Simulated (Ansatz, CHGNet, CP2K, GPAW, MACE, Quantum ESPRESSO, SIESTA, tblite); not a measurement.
# Twisted 2H-MoTe2/1T-TiSe2 bilayer, 21.79° (42 atoms), the built cell with every atom moved at random

Calculated values (GPAW 26.7.0, Kohn-Sham DFT, PBE, PAW, atomic orbitals (dzp); LCAO dzp; h 0.2 Å; levels smeared at 580 K; far from plane-wave PBE on this cell, through basis, grid or potentials; Γ point) for the built cell with every atom moved at random.

Extended XYZ; positions in Å, forces in eV/Å:

```xyz
42
Lattice="9.339 0.000 0.000 -4.670 8.088 0.000 0.000 0.000 26.040" Properties=species:S:1:pos:R:3:forces:R:3 pbc="T T T"
Mo 0.655 1.954 9.754 0.312 -0.623 1.070
Te 2.006 0.356 11.634 -0.170 0.312 -0.472
Te 2.016 0.358 8.014 -0.082 0.211 -0.638
Mo 0.017 5.326 9.753 0.229 1.079 0.635
Te 1.362 3.841 11.582 -0.117 -0.052 0.483
Te 1.320 3.844 7.963 0.679 0.078 -0.677
Mo 4.027 0.801 9.787 -0.634 -0.359 0.486
Te 0.648 7.299 11.579 0.062 -0.115 0.224
Te 0.661 7.345 7.984 -0.087 -0.239 -0.678
Mo 3.385 4.245 9.816 -1.220 0.284 -0.079
Te 4.658 2.699 11.598 0.134 -0.168 1.052
Te 4.629 2.761 8.063 0.396 -0.639 -1.877
Mo 2.642 7.736 9.756 0.665 -0.482 0.909
Te 3.971 6.139 11.633 0.204 0.578 -0.141
Te 4.036 6.171 8.007 -0.563 0.083 -0.846
Mo 6.626 3.024 9.806 0.751 0.643 0.193
Te 8.005 1.549 11.623 0.037 -0.263 -0.105
Te 8.028 1.565 7.993 -0.440 -0.068 -0.986
Mo -3.360 6.516 9.788 0.259 0.475 1.132
Te -1.966 4.988 11.581 -0.283 -0.183 0.425
Te -2.007 5.014 8.056 -0.168 -0.577 -1.317
Ti -2.033 5.762 16.479 0.097 -0.614 0.266
Se -0.638 7.340 17.983 -0.271 0.221 0.991
Se -0.002 5.413 14.959 -0.014 0.213 -0.470
Ti 4.671 8.078 16.495 -0.411 -0.276 0.065
Se 1.254 1.585 18.117 0.453 0.141 -0.239
Se -2.657 7.686 15.007 -0.087 0.281 -0.411
Ti 0.702 3.416 16.458 0.339 -0.795 0.210
Se 2.035 5.001 18.044 -0.190 0.361 0.244
Se 2.681 3.082 14.922 -0.017 0.256 -0.008
Ti 1.292 6.886 16.488 0.188 -0.870 -0.058
Se 7.341 0.379 18.030 0.137 0.262 0.265
Se 3.333 6.557 14.926 0.059 0.331 0.189
Ti 3.365 1.142 16.478 0.174 -0.288 -0.089
Se 4.714 2.688 18.060 -0.320 0.069 0.314
Se 5.361 0.766 14.903 -0.263 0.400 0.053
Ti 4.046 4.625 16.525 -0.504 -0.472 -0.254
Se 5.313 6.116 18.044 0.316 0.613 0.680
Se 5.978 4.238 14.994 0.301 0.245 -0.807
Ti 6.676 2.328 16.510 0.109 -0.646 0.121
Se -1.278 3.792 18.039 -0.294 0.635 0.360
Se -0.672 1.972 14.947 0.168 -0.066 -0.178
```

The functional has no dispersion term, which matters for the binding between molecules or layers. The main run has no spin polarisation, so any moments at edges, vacancies or dangling bonds can't form in it. Only the Γ point is sampled, in a cell whose shortest periodic width is 8 Å.

The r.m.s. force component is 0.499 eV/Å; the longest force, 2.02 eV/Å, acts on Te12.

[Logs are printed without paths, hosts, clocks, repeated set-up lines and the standing remarks that a program may print on its own settings, such as how far it seeks lower states.]

[Hosts, paths, dates, database ids (printed as entryN), source tags and the programs' standing remarks are cut or masked in the printed files.]
